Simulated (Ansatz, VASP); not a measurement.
**SrO: VASP beside Ansatz**

```
Sr O
1.0
     0.00000    2.52624    2.52624
     2.52624    0.00000    2.52624
     2.52624    2.52624    0.00000
Sr O
1 1
Direct
  0.00000 0.00000 0.00000
  0.50000 0.50000 0.50000
```

Change from the starting cell: volume scaled by 0.95, crystal datasets.

Alike in both runs: task electric field gradients; functional LDA; k mesh 8 × 8 × 8; occupations fermi-dirac, width 0.02 eV; no spin polarisation.

|  | VASP | Ansatz |
| --- | --- | --- |
| version | VASP 6.6.1 | Ansatz 0.2.0 |
| potentials or method | VASP PAW LDA potentials, release 64 (Sr_sv, O), cutoff 520 eV | all-electron PAW with datasets made for the crystal, scalar-relativistic |

```csv
,VASP,Ansatz,Ansatz less VASP
gap on the k mesh at the Fermi level (eV),3.05,3.12,+0.063
pressure (GPa),1.6,0.8,-0.86
Vzz of the field gradient on the site that differs most (V/Å²),0.0,0.0,0.00
```

Ansatz ran all-electron here, so the differences hold the error of VASP's frozen core and of both bases. Ansatz warned: «gradients_without_spin_orbit».

A k mesh can miss the band edges.
